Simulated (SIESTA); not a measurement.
Crystal: CsPbBr3.

```
Pb Cs Br
1.0
     5.87000    0.00000    0.00000
     0.00000    5.87000    0.00000
     0.00000    0.00000    5.87000
Pb Cs Br
1 1 3
Cartesian
  2.9350 2.9350 2.9350
  0.0000 0.0000 0.0000
  2.9350 2.9350 0.0000
  2.9350 0.0000 2.9350
  0.0000 2.9350 2.9350
```

Measurements of this composition are mostly on another form, of space group No. 62.

Base run:

```yaml
Program: SIESTA 5.4.2
Functional: LDA
Potentials_or_basis: PseudoDojo 0.4 standard (LDA files)
Basis: DZP (energy shift 0.003 Ry; two zetas on semicore shells; d shell added on Cs)
Grid_cutoff: 500 Ry
Energy_shift: 0.003 Ry
k_mesh: 5 × 5 × 5
Occupations: fermi-dirac, width 0.05 eV
Spin: no spin polarisation
```

Its results: pressure -0.9 GPa.

Q: The run is repeated on the same cell with these changes: functional from LDA to PBE; potentials or basis from PseudoDojo 0.4 standard (LDA files) to PseudoDojo 0.4 standard (PBE files). What comes out?

A: Pressure 1.7 GPa.

Caveats: the basis of atomic orbitals isn't converged, which shifts pressures, moduli and gaps.
